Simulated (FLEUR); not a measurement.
SnSe2 under changes of volume

One of the cells (25.726 Å³/atom); the others are scaled copies at fixed shape and fractional positions:

```xyz
3
Lattice="3.8110 0.0000 0.0000 -1.9055 3.3004 0.0000 0.0000 0.0000 6.1360" Properties=species:S:1:pos:R:3 pbc="T T T"
Sn    0.0000    0.0000    0.0000
Se    1.9055    1.1001    4.6081
Se    0.0000    2.2003    1.5279
```

* Program: FLEUR MaX-R8.1 (later development tree)
* Functional: Wu-Cohen GGA
* Potentials or basis: all-electron
* Basis: FLAPW
* Kmax: 4.43 1/bohr
* k mesh: 8 × 8 × 5
* Occupations: fermi-dirac, width 0.05 eV
* Spin: no spin polarisation

```csv
volume (Å³/atom),energy over the lowest point (meV/atom),gap on the mesh (eV)
24.182,?,?
24.697,36.42,0.78
25.726,8.27,0.73
26.755,0.00,0.68
27.270,2.06,0.65
```

What does the run at 24.182 Å³/atom give?

Energy over the lowest point 59.50 meV/atom; gap on the mesh 0.80 eV.

Worked out: A Birch-Murnaghan fit of order 2 (a polynomial in V^(-2/3)) to the other rows has its minimum at 26.73 Å³/atom with B0 = V·E''(V) = 66 GPa at fixed shape and positions, which overstates the stiffness. It gives 59.21 meV/atom at 24.182 Å³/atom, against the run's 59.50. A straight line through the other rows of the gap, of slope -1.3 eV per unit of ln V, extrapolates to 0.81 eV, against the run's 0.80.

Energies are extrapolated to zero smearing.

Caveats: spin-orbit coupling is left out, which moves the levels of the heavy elements; an odd mesh through Γ misses points on the zone boundary, where band edges often lie.
